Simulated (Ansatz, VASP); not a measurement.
**One calculation of MgS, two programs**

File INCAR:

```
SYSTEM = MgS
ALGO = Fast
EDIFF = 1E-6
ENCUT = 520
GGA = PE
ISIF = 2
ISMEAR = 0
LASPH = .True.
LCHARG = .False.
LREAL = .False.
LWAVE = .False.
NBANDS = 11
NELM = 100
PREC = Accurate
SIGMA = 0.1
```

Contents of KPOINTS:

```
k-points
0
Gamma
  6 6 6
  0 0 0
```

Contents of POSCAR:

```
MgS
1.0
    0.0000000000      2.8331200468      2.8331200468
    2.8331200468      0.0000000000      2.8331200468
    2.8331200468      2.8331200468      0.0000000000
Mg S
1 1
Direct
    0.0000000000      0.0000000000      0.0000000000
    0.7500000000      0.7500000000      0.7500000000
```

Input for Ansatz:

```yaml
crystal:
  lattice:
    - [0.0, 2.8331200468, 2.8331200468]
    - [2.8331200468, 0.0, 2.8331200468]
    - [2.8331200468, 2.8331200468, 0.0]
  atoms:
    - { symbol: Mg, position: [0.0, 0.0, 0.0] }
    - { symbol: S, position: [0.75, 0.75, 0.75] }
basis:
  ecutwfc: 420
kpoints:
  mp_grid: { grid: [6, 6, 6] }
hamiltonian:
  xc: pbe
scf:
  occupations: { method: gaussian, width: 0.1 }
output:
  forces: true
  stress: true
  eigenvalues: true
```

The cell comes from a database or a generator and needn't be the stable form of this composition.

Alike in both runs: task single point; functional PBE; k mesh 6 × 6 × 6; occupations gaussian, width 0.1 eV; no spin polarisation.

|  | VASP | Ansatz |
| --- | --- | --- |
| version | VASP 6.6.1 | Ansatz 0.2.0 |
| potentials or method | VASP PAW PBE potentials, release 64 (Mg, S) | scalar-relativistic, plane waves, PAW |
| plane-wave cutoff (eV) | 520 | 420 |
| valence electrons in the cell | 8 | 16 |

VASP gave:

| Property | Result |
| --- | --- |
| gap on the k mesh at the Fermi level (eV) | 3.45 |
| least direct gap on the mesh (eV) | 3.45 |
| pressure (GPa) | 0.8 |

Problem. Estimate Ansatz's values.

Solution. gap on the k mesh at the Fermi level (eV): 3.45; least direct gap on the mesh (eV): 3.45; pressure (GPa): 0.9.

The two sets of potentials don't hold the same shells in valence.

A k mesh can miss the band edges.
